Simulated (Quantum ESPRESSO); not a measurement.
BN:

```
CELL_PARAMETERS angstrom
2.55394 0.00000 0.00000
-1.27697 2.21178 0.00000
0.00000 0.00000 4.22685
ATOMIC_POSITIONS crystal
N 0.33333 0.66667 0.12528
N 0.66667 0.33333 0.62528
B 0.33333 0.66667 0.49972
B 0.66667 0.33333 0.99972
```

Measurements of this composition are mostly on another form, of space group No. 194.

Program: Quantum ESPRESSO 7.5. Alike in all runs: no spin polarisation; cell as given; smearing fermi-dirac 0.05 eV.

Task: Order these runs on this cell by their pressure, lowest first.
A. level LDA; potentials or basis GBRV 1.5 LDA; k mesh 12 × 12 × 6; cutoff (eV) 612; form of the LDA correlation PZ81
B. level BLYP; potentials or basis GBRV 1.5 PBE; k mesh 8 × 8 × 4, shifted; cutoff (eV) 612
C. level PBEsol; potentials or basis GBRV 1.5 PBEsol; k mesh 12 × 12 × 6; cutoff (eV) 612
D. level PBE; potentials or basis SSSP 1.3 efficiency PBE; k mesh 12 × 12 × 6; cutoff (eV) 816

Result: A (-12.5 GPa), C (-5.4 GPa), D (-1.4 GPa), B (9.0 GPa).

Caveats: the potentials were made for another functional, which shifts forces and pressure (some runs); the cell is more than 3 GPa from zero pressure, which shifts response properties (some runs).

Not every run made on this cell is shown here.
